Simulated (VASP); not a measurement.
# Cr (Im-3m) in VASP: a series of runs

One crystal, Cr, is run at these levels: PBE; tasks: relaxation of cell and atoms.

Program: VASP 6.6.1. These are calculated values, not measurements. Logs are shortened: lines on timing, memory, paths and dates and some standing lists are left out, and cuts for length are marked.

## 1. The crystal as given

It takes space group Im-3m (No. 229, cubic). Conventional cell: a = 2.884 Å, b = 2.884 Å, c = 2.884 Å, α = 90.00°, β = 90.00°, γ = 90.00°. Around Cr (site symmetry m-3m) lie 8 Cr at 2.50 Å.

## 2. Relaxation of cell and atoms, PBE, collinear spin, ferromagnetic start

INCAR

```
SYSTEM = Cr
ALGO = Normal
EDIFF = 1E-6
EDIFFG = -0.01
ENCUT = 520
GGA = PE
IBRION = 2
ISIF = 3
ISMEAR = 0
ISPIN = 2
LASPH = .True.
LCHARG = .False.
LMAXMIX = 4
LORBIT = 11
LREAL = .False.
LWAVE = .False.
MAGMOM = 3
NELM = 120
NSW = 90
PREC = Accurate
SIGMA = 0.1
```

KPOINTS

```
k-points
0
Gamma
  21 21 21
  0 0 0
```

POSCAR

```
Cr
1.0
   -1.4419500000      1.4419500000      1.4419500000
    1.4419500000     -1.4419500000      1.4419500000
    1.4419500000      1.4419500000     -1.4419500000
Cr
1
Direct
    0.0000000000      0.0000000000      0.0000000000
```

Potentials or basis: VASP PAW PBE potentials, release 64 (Cr_pv).

Started as:

```bash
$ cat potpaw_PBE.64/Cr_pv/POTCAR > POTCAR
$ mpirun -np 1 vasp_std > vasp.out
```

OUTCAR:

```text
SYSTEM = Cr
   EDIFF = 1E-6
   EDIFFG = -0.01
   ENCUT = 520
   GGA = PE
   IBRION = 2
   ISIF = 3
   ISMEAR = 0
   ISPIN = 2
   LASPH = .True.
   LORBIT = 11
   LREAL = .False.
   NELM = 120
   NSW = 90
   PREC = Accurate

 ion  position               nearest neighbor table
   1  0.000  0.000  0.000-

  LATTYP: Found a body centered cubic cell.
 ALAT       =     2.8839000000

  Lattice vectors:

 A1 = (  -1.4419500000,   1.4419500000,   1.4419500000)
 A2 = (   1.4419500000,  -1.4419500000,   1.4419500000)
 A3 = (   1.4419500000,   1.4419500000,  -1.4419500000)

Analysis of symmetry for initial positions (statically):
=====================================================================
 Subroutine PRICEL returns:
 Original cell was already a primitive cell.

 Routine SETGRP: Setting up the symmetry group for a
 body centered cubic supercell.

 Subroutine GETGRP returns: Found 48 space group operations
 (whereof 48 operations were pure point group operations)
 out of a pool of 48 trial point group operations.

The static configuration has the point symmetry O_h .

Analysis of symmetry for dynamics (positions and initial velocities):
=====================================================================
 Subroutine PRICEL returns:
 Original cell was already a primitive cell.

 Routine SETGRP: Setting up the symmetry group for a
 body centered cubic supercell.

 Subroutine GETGRP returns: Found 48 space group operations
 (whereof 48 operations were pure point group operations)
 out of a pool of 48 trial point group operations.

The dynamic configuration has the point symmetry O_h .

Analysis of structural, dynamic, and magnetic symmetry:
=====================================================================
 Subroutine PRICEL returns:
 Original cell was already a primitive cell.

 Routine SETGRP: Setting up the symmetry group for a
 body centered cubic supercell.

 Subroutine GETGRP returns: Found 48 space group operations
 (whereof 48 operations were pure point group operations)
 out of a pool of 48 trial point group operations.

The overall configuration has the point symmetry O_h .

 Subroutine INISYM returns: Found 48 space group operations
 (whereof 48 operations are pure point group operations),
 and found     1 'primitive' translations

----------------------------------------------------------------------------------------

                                     Primitive cell

  volume of cell :      11.9925

  direct lattice vectors                    reciprocal lattice vectors
    -1.441950000  1.441950000  1.441950000     0.000000000  0.346752661  0.346752661
[... 108 lines left out ...]
   LORBIT       =     11    0 simple, 1 ext, 2 COOP (PROOUT), +10 PAW based schemes
   GGA     = PE    functional components
   LHFCALC =     F    Hartree Fock is set to
   AEXX    =    0.0000 exact exchange contribution
   IVDW    =     0    specifies the selected vdW correction
   LEPSILON=     F    determine dielectric tensor
   LRPA    =     F    only Hartree local field effects (RPA)
 conjugate gradient relaxation of ions
 spin polarized calculation
 Gauss-broadening in eV      SIGMA  =   0.10
  energy-cutoff  :      520.00
  volume of cell :       11.99
 maximum number of plane-waves:       336
   NGX =  9   NGY =  9   NGZ =  9

--------------------------------------- Ionic step        1  -------------------------------------------

 number of electron      11.9999992 magnetization       0.0001132

 number of electron      11.9999992 magnetization      -0.0000022

 Free energy of the ion-electron system (eV)
  ---------------------------------------------------
  ext. energy  EPLUGINS =         0.00000000
  ---------------------------------------------------
  free energy    TOTEN  =        -9.50330025 eV

  energy without entropy =       -9.49932765  energy(sigma->0) =       -9.50131395

------------------------ aborting loop because EDIFF is reached ----------------------------------------

  FORCE on cell =-STRESS in cart. coord.  units (eV):
  Direction    XX          YY          ZZ          XY          YZ          ZX
  --------------------------------------------------------------------------------------
  -------------------------------------------------------------------------------------
  Total       -0.6961282     -0.6961282     -0.6961282     -0.0000000      0.0000000      0.0000000
  in kB      -93.0013433    -93.0013433    -93.0013433     -0.0000000      0.0000000      0.0000000
  external PRESSURE =     -93.0013433 kB  Pullay stress =       0.0000000 kB
[... 98 lines left out ...]
 number of electron      11.9999996 magnetization      -0.0000001

 number of electron      11.9999996 magnetization       0.0000002

 Free energy of the ion-electron system (eV)
  ---------------------------------------------------
  ext. energy  EPLUGINS =         0.00000000
  ---------------------------------------------------
  free energy    TOTEN  =        -9.51706193 eV

  energy without entropy =       -9.51302420  energy(sigma->0) =       -9.51504307

 E-fermi :  11.0121     XC(G=0): -13.6840

 val. band max:       11.0088493181   @ k =  -0.1905   0.2381   0.0952
 cond. band min:      11.0150424101   @ k =  -0.3333   0.3333   0.2381
 fundamental gap:      0.0061930920
 Fermi energy:        11.0121290078

 spin component 1

 k-point     1 :       0.0000    0.0000    0.0000
  band No.  band energies     occupation
      1     -31.7369      1.00000
      2     -31.7369      1.00000
      3     -31.7369      1.00000
      4       3.1323      1.00000
      5      10.0763      1.00000
      6      10.0763      1.00000
      7      10.0763      1.00000
      8      12.1337      0.00000
      9      12.1337      0.00000
     10      18.0918      0.00000
     11      33.3105      0.00000
     12      33.3105      0.00000
[... 333 lines left out ...]
      1     -32.2008      1.00000
      2     -31.8729      1.00000
      3     -31.7667      1.00000
      4       5.5202      1.00000
      5       9.3147      1.00000
      6       9.5501      1.00000
      7      11.6591      0.00000
      8      11.8973      0.00000
      9      12.3514      0.00000
     10      18.0911      0.00000
     11      28.3298      0.00000
     12      30.3386      0.00000

 [... further k-points ...]

 spin component 2

 k-point     1 :       0.0000    0.0000    0.0000
  band No.  band energies     occupation
      1     -31.7369      1.00000
      2     -31.7369      1.00000
      3     -31.7369      1.00000
      4       3.1323      1.00000
      5      10.0763      1.00000
      6      10.0763      1.00000
      7      10.0763      1.00000
      8      12.1337      0.00000
      9      12.1337      0.00000
     10      18.0918      0.00000
     11      33.3105      0.00000
     12      33.3105      0.00000
[... 373 lines left out ...]
  FREE ENERGIE OF THE ION-ELECTRON SYSTEM (eV)
  ---------------------------------------------------
  free  energy   TOTEN  =        -9.5170619276 eV

  energy  without entropy=       -9.5130242028  energy(sigma->0) =       -9.51504307

 reached required accuracy - stopping structural energy minimisation

 total charge

# of ion       s       p       d       tot
------------------------------------------
    1        0.441   6.408   4.211  11.061

 magnetization (x)

# of ion       s       p       d       tot
------------------------------------------
    1       -0.000  -0.000  -0.000  -0.000
```

CONTCAR:

```text
Cr
   1.00000000000000
    -1.4232746943882937    1.4232746943882937    1.4232746943882937
     1.4232746943882937   -1.4232746943882937    1.4232746943882937
     1.4232746943882937    1.4232746943882937   -1.4232746943882937
  Cr
     1
Direct
     0.0000000000000000    0.0000000000000000    0.0000000000000000

  0.00000000E+00  0.00000000E+00  0.00000000E+00
```

Wall time 1.9 min (1 thread of AMD EPYC 9R45 (Zen 5), shared host); peak memory 0.15 GiB.

Results:

- Free energy: -9.5171 eV
- Relaxed volume: 11.53 Å³/atom
- Relaxed cell: a = 2.465 Å, b = 2.465 Å, c = 2.465 Å, α = 109.47°, β = 109.47°, γ = 109.47°
- Space group after relaxing (to 0.05 Å): Im-3m (No. 229)
- Energy gained by relaxing: 13.8 meV/atom
- Ionic steps: 4
- Pressure after relaxing: 0.0 GPa
- Band gap on the k mesh: none (metal or under the smearing width)
- Net moment: 0.00 μB per cell
- Valence electrons inside the program's atomic spheres: Cr 11.06

Step by step:
```csv
step,energy change (eV),largest force (eV/Å),pressure (GPa),volume (Å³)
1,0.0000,0.0000,-9.30,11.99
2,0.0256,0.0000,18.78,10.82
3,-0.0138,0.0000,-0.24,11.54
4,-0.0138,0.0000,0.04,11.53
```

Final structure:
```
Cr
1.0
    -1.42327    1.42327    1.42327
     1.42327   -1.42327    1.42327
     1.42327    1.42327   -1.42327
Cr
1
Direct
  0.00000 0.00000 0.00000
```

Caveat: the starting moments collapsed, and a magnetic state may lie lower.

## 3. Relaxation of cell and atoms, PBE, collinear spin, ferromagnetic start

This run uses another cell than the first one, of 11.53 Å³/atom, 0.962 times its volume.

Edit INCAR of step 2 so:

```diff
@@ -2,4 +2,4 @@
 ALGO = Normal
-EDIFF = 1E-6
-EDIFFG = -0.01
+EDIFF = 1E-7
+EDIFFG = -0.005
 ENCUT = 520
@@ -18,3 +18,4 @@
 NELM = 120
-NSW = 90
+NSW = 60
+POTIM = 0.3
 PREC = Accurate
```

KPOINTS is that of step 2.

POSCAR

```
Cr                                      
1.0
   -1.4232746944      1.4232746944      1.4232746944
    1.4232746944     -1.4232746944      1.4232746944
    1.4232746944      1.4232746944     -1.4232746944
  Cr            
     1
Direct
     0.0000000000000000    0.0000000000000000    0.0000000000000000
```

Potentials or basis: VASP PAW PBE potentials, release 64 (Cr_pv).

Started as:

```bash
$ cat potpaw_PBE.64/Cr_pv/POTCAR > POTCAR
$ mpirun -np 1 vasp_std > vasp.out
```

It took 41 s on 1 thread of AMD EPYC 9R45 (Zen 5), shared host; peak memory 0.14 GiB.

The run converged. Its results:

```yaml
Free_energy: -9.5169 eV
Pressure_after_relaxing: 0.0 GPa
Band_gap_on_the_k_mesh: none (metal or under the smearing width)
Net_moment: 0.00 μB per cell
Valence_electrons_inside_the_program's_atomic_spheres: Cr 11.06
```

Final structure:
```
CELL_PARAMETERS angstrom
-1.42327 1.42327 1.42327
1.42327 -1.42327 1.42327
1.42327 1.42327 -1.42327
ATOMIC_POSITIONS crystal
Cr 0.00000 0.00000 0.00000
```

Levels at points of the mesh, in eV from the Fermi level:
Spin up:
| k point | band 4 | band 5 | band 6 | band 7 | band 8 | band 9 |
| --- | --- | --- | --- | --- | --- | --- |
| (0.00, 0.00, 0.00) | -7.88 | -0.94 | -0.94 | -0.94 | 1.12 | 1.12 |
Spin down:
```
           k point  band 2  band 3  band 4  band 5  band 6  band 7  band 8  band 9  band 10  band 11
(0.00, 0.00, 0.00)  -42.75  -42.75   -7.88   -0.94   -0.94   -0.94    1.12    1.12     7.08    22.30
```

Caveat: the starting moments collapsed, and a magnetic state may lie lower; the relaxation stopped at its first step, so nothing moved.
